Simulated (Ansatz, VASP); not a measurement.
# Cross-check of LiF (Griceite) between VASP and Ansatz

Wanted: the spread between two codes on one cell, functional and k mesh. The cell is taken from a series of VASP runs on this material, whose earlier steps may have relaxed, scaled or displaced it; both programs get it as it stands.

Program: Ansatz 0.2.0. Level of theory: plane waves, with VASP 6.6.1 beside it; relaxation of cell and atoms at LDA. Results are calculated unless marked as measured.

### Step 1. Starting point

Symmetry: Fm-3m, No. 225, cubic system. The conventional cell has a = 3.897 Å, b = 3.897 Å, c = 3.897 Å, α = 90.00°, β = 90.00°, γ = 90.00°. F has 6 Li at 1.95 Å nearest. Nearest to Li lie 6 F at 1.95 Å. Farther neighbours and most contacts between anions are not listed.

### Step 2. Ansatz: relaxation of cell and atoms, LDA

Ansatz runs on its default PAW (the set named soft_2) files.

The relaxed volume is the usual yardstick between codes: its relative difference is about their pressure difference at one cell divided by the bulk modulus.

input.yaml reads:

```yaml
crystal:
  lattice:
    - [0.0, 1.9485745793, 1.9485745793]
    - [1.9485745793, 0.0, 1.9485745793]
    - [1.9485745793, 1.9485745793, 0.0]
  atoms:
    - { symbol: F, position: [0.5, 0.5, 0.5] }
    - { symbol: Li, position: [0.0, 0.0, 0.0] }
hamiltonian:
  xc: lda
  pseudopotentials: { kind: paw }
kpoints:
  mp_grid: { grid: [10, 10, 10] }
scf:
  occupations: { method: gaussian, width: 0.03 }
relax:
  f_tol: 0.01
  max_steps: 60
  cell: { stress_tol: 0.05 }
output:
  forces: true
  stress: true
  write_density: true
  write_potential: true
  elf: true
  volumetric_format: npy
```

On the command line:

```console
ansatz run input.yaml --threads 4 --pin off --max-ram 9216MiB --backend cpu --events-out ev --progress --plain --runs-dir out
```

Numbers of over 12 decimals in the logs are rounded to 6 here.

What it wrote:

```text
Engine: ansatz 0.2.0, aarch64-unknown-linux-gnu
Pseudopotentials: kind: paw
Pseudopotential: F, paw, valence charge 7, recommended cutoff 420 eV (normal), F.paw.azcp
Pseudopotential: Li, paw, valence charge 3, recommended cutoff 420 eV (normal), Li.paw.azcp
Functional definition: SPW92
  exchange = slater_x
  correlation = pw_c
Crystal: 2 atoms, lattice volume = 14.797 Å³
Basis set: ecut = 420 eV, 283 PW (Γ)
Bands: 9, of which v1, the nominal top of the filled ones, is band 5 counted from 1 (4 counted from 0)
Symmetry: 48 space group operations
Space group: Fm-3m (ITA 225), of the structure as read, at distance tolerance 2.5e-5 Å
k-points: 47 of 1000
Non-local potential: F, projectors of the file, l = 0: 2, l = 1: 2, l = 2: 1
Non-local potential: Li, projectors of the file, l = 0: 3, l = 1: 2, l = 2: 1
PAW form: soft (Blöchl's): semilocal exchange-correlation on the pseudo side does not see the compensation charge
PAW frozen core: F, regenerated for the run's functional, and the local potential with it (the file was generated under x = pbe(κ = 0.804, μ = 0.219515), c = pbe(β = 0.066725))
PAW one-centre angular grid: F, 110 points (default); XC on 64 Gauss nodes
PAW one-centre angular grid: Li, 110 points (default); XC on 64 Gauss nodes
Initial density: superposition of atomic densities (neutral atoms: chi_scale 0, normalization atom), corrected by the library's trained network
Initial wavefunctions: pseudopotential atomic-orbital guess
Functional: x = slater, c = lda
SCF iter   1: F=—  HF=-998.718058 eV  |F-HF|=—  |Δ(HF+E_count)|=         —  Δρ=2.26e-2  dr2=5.02e-2  ethr=1.77e-3  ⟨swp⟩=4.9  Hψ=2602  notcnv=0
preconditioner: auto → none  [insulator: Δε(μ)=9.565 eV  Ē_g=23.098 eV  σ=0.030 eV  W_gap=1.00  n_scr=0 (ndim 8)  ℏωp=27.3 eV  f_vac=0.000  D(μ)=0.00/eV (n_scr^D=0)  ε∞_Penn≈2.4]
SCF iter   2: F=—  HF=-998.699396 eV  |F-HF|=—  |Δ(HF+E_count)|=   1.87e-2  Δρ=9.65e-3  dr2=5.16e-3  ethr=5.02e-4  ⟨swp⟩=3.0  Hψ=1177  notcnv=0
SCF iter   3: F=—  HF=-998.696906 eV  |F-HF|=—  |Δ(HF+E_count)|=   2.49e-3  Δρ=2.13e-3  dr2=3.40e-4  ethr=5.16e-5  ⟨swp⟩=2.5  Hψ=775  notcnv=0
SCF iter   4: F=—  HF=-998.696559 eV  |F-HF|=—  |Δ(HF+E_count)|=   3.47e-4  Δρ=4.03e-4  dr2=9.02e-6  ethr=3.40e-6  ⟨swp⟩=2.0  Hψ=735  notcnv=0
SCF iter   5: F=—  HF=-998.696549 eV  |F-HF|=—  |Δ(HF+E_count)|=   9.71e-6  Δρ=4.74e-5  dr2=2.47e-7  ethr=9.02e-8  ⟨swp⟩=2.0  Hψ=470  notcnv=0
SCF iter   6: F=-998.696549 eV  HF=-998.696549 eV  |F-HF|=2.57e-10  |Δ(HF+E_count)|=   1.26e-7  Δρ=2.00e-6  dr2=3.31e-10  ethr=1.00e-9  ⟨swp⟩=6.4  Hψ=1803  notcnv=0
SCF 1 converged in 6 iterations: F = -998.696549 eV  dr2 = 3.31e-10
  greatest PAW one-centre occupation: 1.000 electrons in one spin orbital (limit 2), on the Li atom at site 1 (counted from 0), in its partial waves of l = 0
relax step   1: F+E_penalty+E_count = -998.69654913 eV  Δ(F+E_penalty+E_count) = +0.000e0 eV  max|allowed force component| = 1.383e-29 eV/Å  Δτ_max = 0.0000 Å  P = +0.796 GPa  Ω = 14.797 Å³  (6 SCF iters, dr2 threshold 1.00e-7 eV, accepted)
[...]
relax step   2: F+E_penalty+E_count = -998.69644196 eV  Δ(F+E_penalty+E_count) = +1.072e-4 eV  max|allowed force component| = 6.336e-30 eV/Å  Δτ_max = 0.0000 Å  P = +0.538 GPa  Ω = 14.835 Å³  energy of the carried Pulay correction = -2.628e-4 eV  (3 SCF iters, dr2 threshold 2.00e-7 eV, accepted)
[...]
relax step   3: F+E_penalty+E_count = -998.69602296 eV  Δ(F+E_penalty+E_count) = +4.190e-4 eV  max|allowed force component| = 1.159e-29 eV/Å  Δτ_max = 0.0000 Å  P = -0.001 GPa  Ω = 14.913 Å³  energy of the carried Pulay correction = -8.127e-4 eV  (4 SCF iters, dr2 threshold 2.00e-7 eV, accepted)
[...]
relax step   4: F+E_penalty+E_count = -998.69695020 eV  Δ(F+E_penalty+E_count) = -9.272e-4 eV  max|allowed force component| = 1.118e-29 eV/Å  Δτ_max = 0.0000 Å  P = +0.100 GPa  Ω = 14.913 Å³  stress off target by 1.00e-1 GPa  SCF on the basis re-selected at this cell (its energy is not comparable with the rows above)  (5 SCF iters)
[...]
relax step   5: F+E_penalty+E_count = -998.69685339 eV  Δ(F+E_penalty+E_count) = +9.681e-5 eV  max|allowed force component| = 5.128e-29 eV/Å  Δτ_max = 0.0000 Å  P = +0.009 GPa  Ω = 14.928 Å³  energy of the carried Pulay correction = -1.018e-4 eV  (3 SCF iters, dr2 threshold 2.52e-8 eV, accepted)
[...]
relax step   6: F+E_penalty+E_count = -998.69693736 eV  Δ(F+E_penalty+E_count) = -8.397e-5 eV  max|allowed force component| = 4.444e-29 eV/Å  Δτ_max = 0.0000 Å  P = +0.014 GPa  Ω = 14.928 Å³  stress off target by 1.43e-2 GPa  SCF on the basis re-selected at this cell (its energy is not comparable with the rows above)  (4 SCF iters)
basis re-selected at this cell: Δ(F+E_penalty+E_count) = -8.397e-5 eV, ΔP = +0.006 GPa vs the last step (what re-selecting the basis moved, of the pressure what is left beyond the Pulay correction that the steps carried, after the strain that the cell walked since its last selection, with what the two solves' SCF thresholds leave and, on support functions, any second-order correction that the steps lacked; it is no m [...]
SCF converged after 4 iterations
Free energy (F): -998.696937 eV
Harris-Foulkes:  -998.696937 eV  (|F-HF|=8.19e-12)
Internal energy: -998.696937 eV  (E = F + TS)
E sigma→0 (E₀):  -998.696937 eV
Fermi energy:    6.202494 eV
--- Per-component energies (eV) ---
  E_band       = -112.069313
  E_kinetic    = 229.823556
  E_local      = -612.934011  (includes V_loc(G=0)·N_el)
  E_nonlocal   = 43.072879
  E_hartree    = 211.757751
  E_xc         = -89.969626
  E_vxc        = -116.594075  (∫ρ·V_xc dr)
  E_paw        = -206.414112  (= ΣΔE_a)
  E_vpaw       = -78.955313  (= ΣTr[D̂ρ^β])
  E_aug_tail   = 0.002072  (compensation charges beyond the density's cutoff)
  E_ewald      = -574.148698
  E_core_change = 0.113252  (= ΣΔE_core)
  E_smearing   = -0.000000  (= −TS)
  E_closure    = 0.000000  (closes the sum)
  Σ components = -998.696937   (vs F -998.696937, Δ=0.00e0)
--- Forces (eV/Å), atoms counted from 1 ---
  atom   1  F      0.00000000    -0.00000000     0.00000000
  atom   2  Li    -0.00000000     0.00000000     0.00000000
  max |Σ_I F_I| component: 8.78e-29 eV/Å
--- Stress (GPa, compression-positive) ---
        0.014332      -0.000000      -0.000000
       -0.000000       0.014332      -0.000000
       -0.000000       0.000000       0.014332
  P = ⅓ Tr σ = 0.0143 GPa (0.143 kbar)
--- Band table (eV; the first three rows and the last of 47) ---
  k-point 0: bands = ["-38.1884", "-18.4874", "1.3525", "1.3525", "1.3525", "11.0524", "25.9787", "25.9787", "25.9787"]
  k-point 1: bands = ["-38.1788", "-18.4430", "1.0291", "1.3252", "1.3252", "11.3315", "23.0530", "24.5892", "24.5892"]
  k-point 2: bands = ["-38.1535", "-18.3231", "0.2530", "1.2565", "1.2565", "11.9149", "20.5358", "22.9890", "22.9890"]
  k-point 46: bands = ["-38.0605", "-17.6553", "-1.4485", "-0.7291", "0.4247", "16.6641", "16.8742", "19.2750", "21.5571"]
--- Relaxed structure (4 steps of the walk, 4 accepted, 2 SCFs on fresh bases) ---
  F+E_penalty+E_count = -998.69693736 eV   max|allowed force component| = 4.444e-29 eV/Å   (the final SCF, on the basis selected at the relaxed cell)
  cell:  # Å, volume = 14.9281 Å³
    - [0, 1.954301, 1.954301]
    - [1.954301, 0, 1.954301]
    - [1.954301, 1.954301, 0]
  atoms:
    - { symbol: F, position: [0.500000, 0.500000, 0.500000] }
    - { symbol: Li, position: [0, 0, 0] }
```

Wall time 2.1 s (4 threads of Arm Neoverse N1, shared host); peak memory 0.26 GiB; 5.4 s of CPU time.

### Step 3. VASP: relaxation of cell and atoms, LDA

The same cell, functional (in two slightly different forms), mesh and smearing now go to VASP, with its own data sets and cutoff.

Lines of VASP's logs that name or quote its potential files are left out, and so is its time.

INCAR reads:

```
SYSTEM = LiF
PREC = Accurate
ENCUT = 650
EDIFF = 1E-06
NELM = 100
ISMEAR = 0
SIGMA = 0.03
LREAL = .FALSE.
ALGO = Normal
GGA = CA
NBANDS = 11
LORBIT = 11
LWAVE = .FALSE.
LCHARG = .FALSE.
KPAR = 4
IBRION = 2
NSW = 50
ISIF = 3
EDIFFG = -0.006
```

POSCAR reads:

```
LiF
1.0
    0.0000000000      1.9485745793      1.9485745793
    1.9485745793      0.0000000000      1.9485745793
    1.9485745793      1.9485745793      0.0000000000
F Li
1 1
Direct
    0.5000000000      0.5000000000      0.5000000000
    0.0000000000      0.0000000000      0.0000000000
```

KPOINTS reads:

```
Automatic mesh
0
Gamma
10 10 10
0 0 0
```

Potentials, in the order of the species: F and Li_sv (LDA family, release 64).

On the command line:

```console
mpirun -np 4 vasp_std
```

What it wrote:

```text
[banner, memory and clock lines left out]
running    4 mpi-ranks, on    1 nodes
 distrk:  each k-point on    1 cores,    4 groups
 distr:  one band on    1 cores,    1 groups

 POSCAR found type information on POSCAR F Li
 POSCAR found :  2 types and       2 ions
 LDA part: xc-table for (Slater(with rela. corr.)+CA(PZ))
 , standard interpolation
 POSCAR, INCAR and KPOINTS ok, starting setup
 FFT: planning ... GRIDC
 FFT: planning ... GRID_SOFT
 FFT: planning ... GRID
 WAVECAR not read
 entering main loop
       N       E                     dE             d eps       ncg     rms          rms(c)
DAV:   1     0.386157311863E+02    0.38616E+02   -0.62212E+03  1058   0.109E+03
DAV:   2    -0.958088930546E+01   -0.48197E+02   -0.47189E+02  1202   0.219E+02
DAV:   3    -0.109779216077E+02   -0.13970E+01   -0.13914E+01  1269   0.329E+01
DAV:   4    -0.109940751826E+02   -0.16154E-01   -0.16152E-01  1224   0.391E+00
DAV:   5    -0.109942678066E+02   -0.19262E-03   -0.19262E-03  1367   0.326E-01    0.423E+00
DAV:   6    -0.105196319967E+02    0.47464E+00   -0.22058E+00  1175   0.100E+01    0.130E+00
DAV:   7    -0.105091687122E+02    0.10463E-01   -0.17273E-02  1409   0.122E+00    0.785E-01
DAV:   8    -0.105040433920E+02    0.51253E-02   -0.87075E-03  1457   0.109E+00    0.971E-02
DAV:   9    -0.105040134278E+02    0.29964E-04   -0.73592E-04  1184   0.270E-01    0.373E-02
DAV:  10    -0.105040264433E+02   -0.13015E-04   -0.28650E-05  1249   0.445E-02    0.735E-03
DAV:  11    -0.105040259384E+02    0.50483E-06   -0.14109E-06  1050   0.144E-02
   1 F= -.10504026E+02 E0= -.10504026E+02  d E =-.105040E+02
 curvature:   0.00 expect dE= 0.000E+00 dE for cont linesearch  0.000E+00
 trial: gam= 0.00000 g(F)=  0.312E-61 g(S)=  0.617E-06 ort = 0.000E+00 (trialstep = 0.100E+01)
 search vector abs. value=  0.617E-06
 reached required accuracy - stopping structural energy minimisation
```

From OUTCAR (step 3):

```text
ion  position               nearest neighbor table
   1  0.500  0.500  0.500-   2 1.95   2 1.95   2 1.95   2 1.95   2 1.95   2 1.95
   2  0.000  0.000  0.000-   1 1.95   1 1.95   1 1.95   1 1.95   1 1.95   1 1.95

  LATTYP: Found a face centered cubic cell.
 ALAT       =     3.8971491586

 Subroutine GETGRP returns: Found 48 space group operations
 (whereof 48 operations were pure point group operations)

The static configuration has the point symmetry O_h .

 Found     47 irreducible k-points:

   k-points           NKPTS =     47   k-points in BZ     NKDIM =     47   number of bands    NBANDS=     11

   dimension x,y,z NGX =    24 NGY =   24 NGZ =   24
   dimension x,y,z NGXF=    48 NGYF=   48 NGZF=   48

   ENCUT  =  650.0 eV  47.77 Ry    6.91 a.u.   5.73  5.73  5.73*2*pi/ulx,y,z

   NELECT =      10.0000    total number of electrons

 k-points in reciprocal lattice and weights: Automatic mesh
   0.00000000  0.00000000  0.00000000       0.001
   0.10000000  0.00000000  0.00000000       0.008
   0.20000000  0.00000000  0.00000000       0.008
   0.30000000  0.00000000  0.00000000       0.008
   0.40000000  0.00000000  0.00000000       0.008
   0.50000000  0.00000000  0.00000000       0.004
   0.10000000  0.10000000  0.00000000       0.006
   0.20000000  0.10000000  0.00000000       0.024
   0.30000000  0.10000000  0.00000000       0.024
[...]
-0.30000000  0.40000000  0.20000000       0.024
  -0.30000000  0.50000000  0.20000000       0.012

 average (electrostatic) potential at core
       1 -76.1002       2 -62.8964

 E-fermi :  -0.3312

 k-point     1 :       0.0000    0.0000    0.0000
  band No.  band energies     occupation
      1     -40.2230      2.00000
      2     -20.5076      2.00000
      3      -0.6523      2.00000
      4      -0.6523      2.00000
      5      -0.6523      2.00000
      6       9.1285      0.00000
      7      24.1022      0.00000
      8      24.1022      0.00000
      9      24.1025      0.00000
     10      24.2380      0.00000
    ...

 k-point     2 :       0.1000    0.0000    0.0000
  band No.  band energies     occupation
      1     -40.2131      2.00000
      2     -20.4621      2.00000
      3      -0.9782      2.00000
      4      -0.6797      2.00000
      5      -0.6797      2.00000
      6       9.4051      0.00000
      7      21.1176      0.00000
      8      22.6780      0.00000
      9      22.6780      0.00000
     10      25.4034      0.00000
    ...

 k-point     3 :       0.2000    0.0000    0.0000
  band No.  band energies     occupation
      1     -40.1869      2.00000
      2     -20.3389      2.00000
      3      -1.7638      2.00000
      4      -0.7491      2.00000
      5      -0.7491      2.00000
      6       9.9804      0.00000
      7      18.5924      0.00000
      8      21.0617      0.00000
      9      21.0617      0.00000
     10      26.6347      0.00000
    ...

  Total       -0.0029207     -0.0029207     -0.0029207      0.0000000      0.0000000     -0.0000000
  in kB       -0.3162443     -0.3162443     -0.3162443      0.0000000      0.0000000     -0.0000000
  external PRESSURE =      -0.3162443 kB  Pullay stress =       0.0000000 kB

  energy-cutoff  :      650.00
  volume of cell :       14.80
      direct lattice vectors                 reciprocal lattice vectors
     0.000000000  1.948574579  1.948574579    -0.256597826  0.256597826  0.256597826
     1.948574579  0.000000000  1.948574579     0.256597826 -0.256597826  0.256597826
     1.948574579  1.948574579  0.000000000     0.256597826  0.256597826 -0.256597826

 POSITION                                       TOTAL-FORCE (eV/Angst)
 -----------------------------------------------------------------------------------
      1.94857      1.94857      1.94857        -0.000000     -0.000000     -0.000000
      0.00000      0.00000      0.00000         0.000000      0.000000      0.000000
 -----------------------------------------------------------------------------------
    total drift:                               -0.000000     -0.000000      0.000000

  FREE ENERGIE OF THE ION-ELECTRON SYSTEM (eV)
  ---------------------------------------------------
  free  energy   TOTEN  =       -10.5040259384 eV

  energy  without entropy=      -10.5040259384  energy(sigma->0) =      -10.50402594

 reached required accuracy - stopping structural energy minimisation

 total charge
# of ion       s       p       d       tot
------------------------------------------
    1        1.716   4.408   0.000   6.123
    2        2.023   0.082   0.000   2.105
--------------------------------------------------
tot          3.739   4.489   0.000   8.228

[... 3 further parts left out ...]
```

### Step 4. Differences

Known differences besides the potentials themselves: the two LDA forms differ slightly; both relaxations stop at a tolerance, which leaves soft axes loose, and VASP keeps its plane-wave basis; the cutoff is 420 eV in Ansatz and 650 eV in VASP; VASP's log shows a relativistic correction to its local exchange, Ansatz's none; Ansatz adds a Pulay correction to the stress that steers its cell, VASP none. Total energies have different zeros and are not compared.

Both answers:

```tsv
quantity	Ansatz	VASP	difference
volume (Å³)	14.93	14.80	+0.88 %
edge a after relaxation, in the typed setting (Å)	2.764	2.756	+0.29 %
```

The walks stopped with 0.01 GPa left in Ansatz and -0.03 GPa in VASP; each walk ends within a tolerance, so the volume difference is uncertain by about these residues over the bulk modulus, most in soft cells.

### Step 5. Outcome

| Property | Result |
| --- | --- |
| difference in volume (relaxation of cell and atoms, LDA) | 0.88 % |

What this shows: The difference in volume is 0.88 % (relaxation of cell and atoms, LDA), within the 1.2 % picked in this series as the mark of a large difference, as far as the stopping tolerances let one tell. How closely two codes agree says nothing of how well the functional describes the real material.

[Lines on the potential files, build, host, timing and source positions are cut from VASP's logs without a mark.]

[Logs are printed without paths, hosts, clocks, repeated set-up lines and the standing remarks that a program may print on its own settings, such as how far it seeks lower states.]

[Hosts, paths, dates, database ids (printed as entryN), source tags and the programs' standing remarks are cut or masked in the printed files.]
